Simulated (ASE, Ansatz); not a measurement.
# Forces and charges in generalised stacking fault on (110) of a KCl-RbCl solid solution (80 atoms), part 2 of 2

Aim: energy, forces, charges and density of states of generalised stacking fault on (110) of a KCl-RbCl solid solution (80 atoms) at a fixed geometry.

Ansatz 0.2.0; Kohn-Sham DFT, PBE, PAW (set soft_2), plane waves.

The cell: 13 Rb, 40 Cl and 27 K. The host structure and its lattice constant were typed by rule, without a check against the phase diagram.

So far: Starting point; Plane-wave single point.

## 2. Plane-wave single point (continued)

Valence density in the ca plane at fractional y = 0.000, with atoms of Rb and Cl and K within 0.2 Å of it. It is the smooth field of the valence electrons, not physical close to the nuclei.

Values in e/Å³, 11 rows by 16 columns, each cell a mean:
```
1.3 0.1 0.1 0.1 1.2 3.3 0.3 0.1 0.1 0.7 1.8 0.9 0.1 0.1 0.3 3.5
1.6 0.3 0.9 0.4 0.2 0.7 0.1 0.5 0.4 0.3 1.3 0.4 0.2 0.3 0.2 2.0
0.7 0.4 1.2 1.0 0.1 0.0 0.2 1.2 1.1 0.1 0.1 0.1 1.0 1.2 0.2 0.2
0.1 0.2 1.3 0.8 0.1 0.1 0.2 1.2 1.2 0.1 0.1 0.1 1.1 1.1 0.2 0.0
0.0 0.1 0.3 0.2 0.6 1.2 0.2 0.5 0.4 0.2 0.7 0.2 0.6 0.8 0.1 0.3
0.7 0.0 0.1 0.1 1.2 1.7 0.4 0.1 0.1 0.7 1.8 0.8 0.1 0.1 0.2 2.6
2.5 0.1 0.3 0.2 0.7 1.6 0.3 0.2 0.1 0.6 1.8 0.7 0.1 0.1 0.2 3.1
1.7 0.3 1.4 0.8 0.1 0.2 0.2 1.0 0.8 0.2 0.6 0.2 0.5 0.7 0.1 0.7
0.2 0.4 1.2 1.0 0.1 0.0 0.2 1.1 1.2 0.1 0.0 0.1 1.1 1.2 0.2 0.0
0.0 0.1 0.8 0.4 0.2 0.4 0.1 1.0 0.9 0.1 0.2 0.1 1.0 1.3 0.2 0.1
0.2 0.0 0.1 0.1 1.1 2.8 0.3 0.2 0.1 0.4 1.6 0.5 0.2 0.3 0.1 1.1
```
Columns run along c (16.0 Å, from fractional 0.00 to 0.61 of the cell), rows up along a (7.3 Å). Atoms in or near the plane, at fractional coordinates: Cl at (0.10, 0.24), Cl at (0.10, 0.74), K at (0.20, 0.98), Cl at (0.30, 0.21), Rb at (0.20, 0.47), Cl at (0.30, 0.71), Rb at (0.40, 0.95), Cl at (0.50, 0.19), Rb at (0.40, 0.45), Cl at (0.50, 0.69), K at (0.60, 0.93), K at (0.60, 0.43).

Forces differ by site in this geometry: Cl atoms with 7 neighbours bear 0.42 eV/Å on average, against 0.23 eV/Å for those with 8. Mean Löwdin charges: Cl -0.70, K +0.76, Rb +0.80 e (they miss 0.44 % of the electrons, so they add up to more than the cell's charge).

## 3. Distances and neighbours

These statistics describe the geometry on which the runs were made.

Density 3.00 g/cm³, 24.80 Å³ an atom.

g(r), total and by pair (bins of 0.2 Å):

```tsv
r (Å)	total	Cl-Cl	Cl-K	Cl-Rb	K-K	K-Rb	Rb-Rb
2.80	0.24	0.00	0.55	0.37	0.00	0.00	0.00
3.00	0.00	0.00	0.00	0.00	0.00	0.00	0.00
3.20	7.42	0.00	14.78	15.02	0.00	0.00	0.00
3.40	0.00	0.00	0.00	0.00	0.00	0.00	0.00
3.60	4.05	8.05	0.00	0.00	7.90	8.50	7.60
3.80	0.45	0.67	0.29	0.20	0.58	0.77	0.00
4.00	0.00	0.00	0.00	0.00	0.00	0.00	0.00
4.20	0.00	0.00	0.00	0.00	0.00	0.00	0.00
4.40	0.00	0.00	0.00	0.00	0.00	0.00	0.00
4.60	0.18	0.37	0.00	0.00	0.51	0.21	0.44
4.80	0.00	0.00	0.00	0.00	0.00	0.00	0.00
5.00	0.00	0.00	0.00	0.00	0.00	0.00	0.00
5.20	4.00	7.94	0.10	0.00	7.66	8.21	8.02
5.40	0.17	0.27	0.05	0.11	0.30	0.31	0.00
5.60	0.00	0.00	0.00	0.00	0.00	0.00	0.00
5.80	0.03	0.03	0.04	0.04	0.00	0.00	0.00
6.00	5.23	0.42	9.70	10.67	0.61	0.26	0.53
6.20	0.95	0.00	2.12	1.46	0.00	0.00	0.00
6.40	1.93	3.52	0.38	0.22	2.90	4.67	1.39
6.60	0.12	0.00	0.24	0.21	0.00	0.00	0.00
6.80	0.00	0.00	0.00	0.00	0.00	0.00	0.00
7.00	0.12	0.16	0.09	0.06	0.22	0.09	0.19
7.20	0.00	0.02	0.00	0.00	0.00	0.00	0.00
7.40	1.38	2.32	0.47	0.33	2.76	1.49	3.99
7.60	0.00	0.00	0.00	0.00	0.00	0.00	0.00
7.80	0.06	0.13	0.00	0.00	0.10	0.14	0.00
```

Bonds by pair of elements; cutoffs follow the first minimum of g(r), held within bounds set by covalent radii, and pairs that aren't listed don't count as bonded:

```tsv
pair A-B	cutoff (Å)	bonds	mean length (Å)	spread (Å)	shortest (Å)	B about A	A about B
Cl-K	3.58	210	3.17	0.058	2.83	5.25	7.78
Cl-Rb	3.58	102	3.17	0.048	2.83	2.55	7.85
```

How many atoms have how many bonded neighbours:

```tsv
element	mean	7	8
Cl	7.8	8	32
K	7.78	6	21
Rb	7.85	2	11
```

Bond angles, per cent of each kind in bins of 5°:

```tsv
angle (°)	Cl-K-Cl	K-Cl-Rb	K-Cl-K	Cl-Rb-Cl	Rb-Cl-Rb
65–70	2.2	1.6	3.0	2.0	2.0
70–75	38.9	39.0	38.4	39.7	42.4
75–80	1.7	1.6	1.7	1.1	0.0
80–85	0.0	0.0	0.0	0.0	0.0
85–90	0.0	0.0	0.0	0.0	0.0
90–95	0.0	0.0	0.0	0.0	0.0
95–100	0.1	0.0	0.0	0.0	1.0
100–105	1.5	0.8	2.2	1.1	1.0
105–110	36.1	36.7	35.6	38.3	42.4
110–115	4.2	2.4	5.4	2.9	4.0
115–120	0.0	0.0	0.0	0.0	0.0
120–125	0.0	0.0	0.0	0.0	0.0
125–130	0.8	0.8	0.9	0.6	0.0
130–135	0.0	0.0	0.0	0.0	0.0
135–140	0.0	0.0	0.0	0.0	0.0
140–145	0.0	0.0	0.0	0.0	0.0
145–150	0.0	0.0	0.0	0.0	0.0
150–155	0.0	0.0	0.0	0.0	0.0
155–160	0.0	0.0	0.0	0.0	0.0
160–165	0.8	0.4	1.1	0.6	1.0
165–170	0.0	0.0	0.0	0.0	0.0
170–175	0.0	0.0	0.0	0.0	0.0
175–180	13.4	16.7	11.7	13.7	6.1
```

Bond angles (no mean is given where the spread exceeds 20°):

```tsv
angle	count	mean (°)	spread (°)
Cl-K-Cl	714	-	-
K-Cl-Rb	502	-	-
K-Cl-K	463	-	-
Cl-Rb-Cl	350	-	-
Rb-Cl-Rb	99	-	-
```

Bond length by coordination (bonds to H left out):

```tsv
element	coordination	atoms	mean bond length (Å)
Cl	7	8	3.13
Cl	8	32	3.18
K	7	6	3.13
K	8	21	3.18
Rb	7	2	3.13
Rb	8	11	3.18
```

First main peaks of g(r), for some of the pairs, lie near 3.67 Å (Cl-Cl), 3.18 Å (Cl-K), 3.18 Å (Cl-Rb), 3.67 Å (K-K), 3.68 Å (K-Rb) and 3.68 Å (Rb-Rb). With the cutoffs above, 80 % of Cl atoms have 8, 78 % of K atoms have 8 and 85 % of Rb atoms have 8 bonded neighbours.

Local excerpt of 15 atoms (numbers count through the whole input) about Cl78, which has 7 bonded neighbours where the commonest count for Cl is 8; x, y, z are measured from there.

```tsv
atom	x	y	z	distance (Å)	bonds	Löwdin charge (e)	Fx	Fy	Fz (eV/Å)
Cl78	0.00	0.00	0.00	0.00	7	-0.70	0.154	-0.138	-0.119
K17	-0.92	-0.01	2.71	2.86	7	0.76	-0.082	0.015	0.289
K7	1.82	-2.60	-0.01	3.17	7	0.76	0.141	0.021	-0.337
K3	1.85	2.59	0.01	3.18	7	0.75	0.099	0.010	-0.349
K77	-1.82	0.00	-2.61	3.18	8	0.75	0.006	0.012	0.030
Rb79	1.85	0.01	-2.59	3.18	8	0.80	-0.028	0.022	-0.016
Rb1	-1.83	2.61	0.00	3.19	7	0.81	0.285	-0.029	-0.455
K5	-1.84	-2.60	0.00	3.19	7	0.77	0.169	0.027	-0.368
Cl80	-3.65	0.02	0.00	3.65	7	-0.70	0.103	-0.171	-0.153
Cl62	0.00	2.60	-2.58	3.66	8	-0.70	0.050	0.118	-0.165
Cl70	0.02	-2.58	-2.61	3.67	8	-0.70	-0.106	-0.173	0.292
Cl80	3.69	0.02	0.00	3.69	7	-0.70	0.103	-0.171	-0.153
K19	2.77	0.02	2.68	3.86	7	0.76	-0.168	-0.044	0.365
Cl2	0.92	2.61	2.70	3.86	7	-0.70	-0.303	-0.174	0.144
Cl6	0.94	-2.61	2.70	3.87	7	-0.70	-0.222	0.208	0.282
```

The column of bonds counts only the pairs Cl-K within 3.58 Å, Cl-Rb within 3.58 Å; other neighbours, such as metal atoms beside each other in a compound, aren't counted, and periodic images can show an atom twice.

## 4. Summary of results

```
free energy per atom                             : -1591.5133 eV/atom
density                                          : 3 g/cm³
pressure                                         : 5.149 GPa
r.m.s. force component                           : 0.1468 eV/Å
gap (highest filled to lowest empty level) : 5.562 eV
wall time of the 1 DFT run                       : 40 s
```

The highest filled and lowest empty levels differ by 5.56 eV on the run's k-points; the mesh holds the band edges only if they fold onto it, so the gap at this level can be narrower or closed, while semilocal functionals tend to narrow gaps against experiment. Forces differ by site in this geometry: Cl atoms with 7 neighbours bear 0.42 eV/Å on average, against 0.23 eV/Å for those with 8. With the cutoffs above, 80 % of Cl atoms have 8, 78 % of K atoms have 8 and 85 % of Rb atoms have 8 bonded neighbours.

What to keep in mind: The geometry was built by rule, was displaced at random and isn't relaxed at this level: its force components are 0.15 eV/Å r.m.s. The pressure of 5.1 GPa says that the cell would expand at this level of theory.

[Logs are printed without paths, hosts, clocks, repeated set-up lines and the standing remarks that a program may print on its own settings, such as how far it seeks lower states.]

[Hosts, paths, dates, database ids (printed as entryN), source tags and the programs' standing remarks are cut or masked in the printed files.]
